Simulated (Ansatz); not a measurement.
SnTe:

```
Te Sn
1.0
     0.00000    3.15085    3.15085
     3.15085    0.00000    3.15085
     3.15085    3.15085    0.00000
Te Sn
1 1
Direct
  0.50000 0.50000 0.50000
  0.00000 0.00000 0.00000
```

Base run:

- Program: Ansatz 0.2.0
- Functional: revPBE
- Potentials or basis: all-electron LAPW, scalar-relativistic
- Cutoff: 185 eV (chosen from the basis error)
- Basis error allowed: 0.001 eV/atom
- k mesh: 7 × 7 × 7
- Occupations: fermi-dirac, width 0.05 eV
- Spin: no spin polarisation

Its results: pressure 3.3 GPa.

Question: The run is repeated on the same cell with these changes: functional from revPBE to PBEsol. What comes out?

Answer: Pressure -0.4 GPa.

PBEsol binds more tightly than revPBE, so the same cell stands under less pressure.
